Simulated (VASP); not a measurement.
NiO: single point with PBE

Crystal: NiO.

```
CELL_PARAMETERS angstrom
0.00000 2.08590 2.08590
2.08590 0.00000 2.08590
2.08590 2.08590 0.00000
ATOMIC_POSITIONS crystal
Ni 0.00000 0.00000 0.00000
O 0.50000 0.50000 0.50000
```

```json
{
  "Program": "VASP 6.6.1",
  "Task": "single point",
  "Functional": "PBE",
  "Potentials or basis": "VASP PAW PBE potentials, release 64 (Ni, O)",
  "Cutoff": "520 eV",
  "k mesh": "11 × 11 × 11",
  "Occupations": "gaussian, width 0.028 eV",
  "Spin": "collinear spin, ferromagnetic start",
  "Starting moments": "[1.0, 0.0] μB"
}
```

```yaml
Pressure: 5.9 GPa
Band_gap_on_the_k_mesh: none (metal or under the smearing width)
Net_moment: 1.76 μB per cell
Site_moments: Ni +1.45; O +0.27 μB
Valence_electrons_inside_the_program's_atomic_spheres: Ni 8.99; O 4.98
```

Levels at points of the mesh, in eV from the Fermi level:
Spin up:
```tsv
k point	band 6	band 7	band 8	band 9	band 10	band 11	band 12	band 13
(0.00, 0.00, 0.00)	-2.97	-2.65	-2.65	-2.65	1.58	17.90	18.98	18.98
```
Spin down:
| k point | band 3 | band 4 | band 5 | band 6 | band 7 | band 8 | band 9 | band 10 | band 11 | band 12 |
| --- | --- | --- | --- | --- | --- | --- | --- | --- | --- | --- |
| (0.00, 0.00, 0.00) | -2.45 | -2.45 | -1.83 | -1.83 | -1.83 | -0.58 | -0.58 | 1.94 | 17.83 | 19.19 |

It took 14 s on 1 thread of Intel(R) Xeon(R) 6975P-C (Granite Rapids), with other jobs on the host, peak memory 0.15 GiB.

The gap isn't set beside the measured one, since this odd mesh misses points on the zone boundary.

Caveat: a cell with one magnetic atom can't hold antiferromagnetic order, which such compounds often take; semilocal functionals often make such compounds metallic where correlation or magnetic order opens a gap, which also shifts bond lengths.
